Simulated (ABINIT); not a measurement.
Crystal: Si2Ni.

```
Ni Si
1.0
     0.00000    2.70300    2.70300
     2.70300    0.00000    2.70300
     2.70300    2.70300    0.00000
Ni Si
1 2
Direct
  0.00000 0.00000 0.00000
  0.75000 0.75000 0.75000
  0.25000 0.25000 0.25000
```

Base run:

| Item | Value |
| --- | --- |
| Program | ABINIT 10.8.3 (patched build) |
| Functional | LDA |
| Potentials or basis | JTH PAW PBE v2.0 |
| Cutoff | 1333 eV |
| k mesh | 7 × 7 × 7 |
| Occupations | fermi-dirac, width 0.05 eV |
| Spin | collinear spin, ferromagnetic start |
| Starting moments | [1.0, 0.0, 0.0] μB |

Its results: band gap on the k mesh none (metal or under the smearing width); pressure -4.5 GPa; net moment 0.00 μB per cell.

**Question.** After a change of settings the same cell gave: band gap on the k mesh none (metal or under the smearing width); pressure 5.8 GPa; net moment 0.00 μB per cell. Which change was it?
A. functional from LDA to AM05
B. functional from LDA to BLYP
C. functional from LDA to PBE
D. functional from LDA to RPBE

**Answer.** D.

RPBE binds less tightly than LDA, so the same cell stands under more pressure.

Caveats: small starting moments can end in a higher magnetic state in this program; the PAW data sets were made with another functional, which shifts forces and pressure a little.
